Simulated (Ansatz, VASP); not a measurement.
## Two plane-wave programs on Al

File INCAR:

```
SYSTEM = Al
  PREC = Accurate
  ENCUT = 520
  EDIFF = 1E-7
  ISMEAR = -1
  SIGMA = 0.08
  LREAL = .False.
  LASPH = .True.
  NELM = 60
  ALGO = Normal
  ISIF = 2
  LWAVE = .False.
  LCHARG = .True.
  GGA = CA
  LELF = .True.
  LVHAR = .True.
  NBANDS = 8
```

Contents of KPOINTS:

```
Automatic mesh
0
Gamma
  16 16 16
  0 0 0
```

File POSCAR:

```
Al
1.0
    0.0000000000      1.5807257789      1.5807257789
    1.5807257789      0.0000000000      1.5807257789
    1.5807257789      1.5807257789      0.0000000000
Al
1
Direct
    0.0000000000      0.0000000000      0.0000000000
```

Input for Ansatz:

```yaml
crystal:
  lattice:
    - [0.0, 1.5807257789, 1.5807257789]
    - [1.5807257789, 0.0, 1.5807257789]
    - [1.5807257789, 1.5807257789, 0.0]
  atoms:
    - { symbol: Al, position: [0.0, 0.0, 0.0] }
kpoints:
  mp_grid: { grid: [16, 16, 16] }
  band_path:
    path:
      - [0.0, 0.0, 0.0]
      - [0.5, 0.0, 0.5]
      - [0.625, 0.25, 0.625]
      - [0.375, 0.375, 0.75]
      - [0.0, 0.0, 0.0]
      - [0.5, 0.5, 0.5]
      - [0.5, 0.25, 0.75]
      - [0.5, 0.0, 0.5]
    npoints: 8
scf:
  occupations: { method: fermi_dirac, width: 0.08 }
hamiltonian:
  xc: lda
  pseudopotentials: { kind: paw }
output:
  forces: true
  stress: true
  eigenvalues: true
  populations: true
  dos: { projected: true, de: 0.2, e_range: [-14, 8] }
```

Change from the starting cell: volume scaled by 0.5, PAW files.

Alike in both runs: task single point; functional LDA; k mesh 16 × 16 × 16; occupations fermi-dirac, width 0.08 eV; no spin polarisation.

|  | VASP | Ansatz |
| --- | --- | --- |
| version | VASP 6.6.1 | Ansatz 0.2.0 |
| potentials or method | VASP PAW LDA potentials, release 64 (Al) | PAW with Ansatz's default frozen-core files, scalar-relativistic |
| plane-wave cutoff (eV) | 520 | 420 |
| valence electrons in the cell | 3 | 3 |

|  | VASP | Ansatz | Ansatz less VASP |
| --- | --- | --- | --- |
| pressure (GPa) | 253.8 | 250.0 | -3.72 |

Caveats: the cell as given lies far from equilibrium; so large a pressure means that the cell lies far from this level's equilibrium, or that cutoff or potentials fall short (VASP).
